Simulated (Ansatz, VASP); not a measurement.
# AlRu: VASP beside Ansatz

Contents of INCAR:

```
PREC = Accurate ; ENCUT = 520
EDIFF = 1E-7 ; ISMEAR = -1
SIGMA = 0.05 ; LREAL = F
LASPH = T ; NELM = 100
ALGO = Normal ; ISIF = 2
LWAVE = F ; LCHARG = F
GGA = PS ; NBANDS = 16
```

The input KPOINTS:

```
regular mesh
0
Gamma
  9 9 9
```

POSCAR

```
AlRu
1.0
    2.9715215427      0.0000000000      0.0000000000
    0.0000000000      2.9715215427      0.0000000000
    0.0000000000      0.0000000000      2.9715215427
Ru Al
1 1
Direct
    0.5000000000      0.5000000000      0.5000000000
    0.0000000000      0.0000000000      0.0000000000
```

Contents of input.yaml:

```yaml
crystal:
  lattice:
    - [2.9715215427, 0.0, 0.0]
    - [0.0, 2.9715215427, 0.0]
    - [0.0, 0.0, 2.9715215427]
  atoms:
    - { symbol: Ru, position: [0.5, 0.5, 0.5] }
    - { symbol: Al, position: [0.0, 0.0, 0.0] }
hamiltonian:
  xc: pbesol
  pseudopotentials: { kind: paw }
kpoints:
  mp_grid: { grid: [9, 9, 9] }
scf:
  occupations: { method: fermi_dirac, width: 0.05 }
output:
  forces: true
  stress: true
  eigenvalues: true
```

Change from the starting cell: volume scaled by 0.98.

Alike in both runs: task single point; functional PBEsol; k mesh 9 × 9 × 9; occupations fermi-dirac, width 0.05 eV; no spin polarisation.

|  | VASP | Ansatz |
| --- | --- | --- |
| version | VASP 6.6.1 | Ansatz 0.2.0 |
| potentials or method | VASP PAW PBE potentials, release 64 (Ru_pv, Al) | Ansatz PAW |
| plane-wave cutoff (eV) | 520 | 420 |
| valence electrons in the cell | 17 | 19 |

```tsv
	VASP	Ansatz	Ansatz less VASP
gap on the k mesh at the Fermi level (eV)	none	none	-
pressure (GPa)	1.1	1.0	-0.07
```

A gap of «none» marks a metal or a gap that the smearing closes. The functional is the same, so the differences come from potentials, cutoffs and numerics. The two sets of potentials don't hold the same shells in valence.

Caveats: the PAW data sets were made with another functional, which shifts forces and pressure a little (VASP); the PAW data sets come from PBE, with cores solved anew for the run's functional, which leaves a small shift of forces and pressure (Ansatz).
